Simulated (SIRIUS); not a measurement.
A run of SIRIUS 7.12.0:

sirius.json

```json
{
  "control": {
    "processing_unit": "cpu",
    "verbosity": 2,
    "num_bands_to_print": 29,
    "print_forces": true,
    "print_stress": true
  },
  "parameters": {
    "electronic_structure_method": "pseudopotential",
    "xc_functionals": ["XC_GGA_X_PBE_SOL", "XC_GGA_C_PBE_SOL"],
    "gk_cutoff": 9.2,
    "pw_cutoff": 18.4,
    "ngridk": [7, 7, 7],
    "shiftk": [0, 0, 0],
    "smearing": "fermi_dirac",
    "smearing_width": 0.0018374661,
    "num_bands": 29,
    "num_mag_dims": 0,
    "num_dft_iter": 100,
    "energy_tol": 1e-08,
    "density_tol": 1e-06
  },
  "iterative_solver": {
    "type": "davidson",
    "min_tolerance": 1e-10
  },
  "mixer": {
    "type": "anderson",
    "beta": 0.7,
    "max_history": 8
  },
  "settings": {
    "tol_ne": 1e-10,
    "pseudo_grid_cutoff": 6.5
  },
  "unit_cell": {
    "lattice_vectors": [
      [7.531503469696, 0.0, 0.0],
      [0.0, 5.360964042951, 5.376554283479],
      [0.0, -5.360964042951, 5.376554283479]
    ],
    "atom_coordinate_units": "lattice",
    "atom_types": ["Ba", "Ti", "O"],
    "atom_files": {
      "Ti": "Ti.json",
      "Ba": "Ba.json",
      "O": "O.json"
    },
    "atoms": {
      "Ba": [
        [0.000522, -0.000146, 0.006069]
      ],
      "Ti": [
        [0.503928, 0.51327, 0.519971]
      ],
      "O": [
        [0.500399, 0.977165, 0.503131],
        [0.516827, 0.502107, 1.009653],
        [0.005246, 0.489722, 0.502551]
      ]
    }
  }
}
```

Potentials or basis: PseudoDojo 0.4.1 PBEsol standard (scalar relativistic).

Launch:

```bash
$ upf_to_json Ti.upf
$ upf_to_json Ba.upf
$ upf_to_json O.upf
$ OMP_NUM_THREADS=4 sirius.scf --input=sirius.json --output=out.json --task=0
```

Hardware: 4 threads of Intel(R) Xeon(R) Platinum 8488C (Sapphire Rapids) (shared host).

**Question.** Estimate the wall time of this run.

**Answer.** It took 4.1 min on 4 threads of Intel(R) Xeon(R) Platinum 8488C (Sapphire Rapids), on a shared host, peak memory 3 GiB. Counts: scf iterations 19, k points 172, plane waves 5707, bands 29.
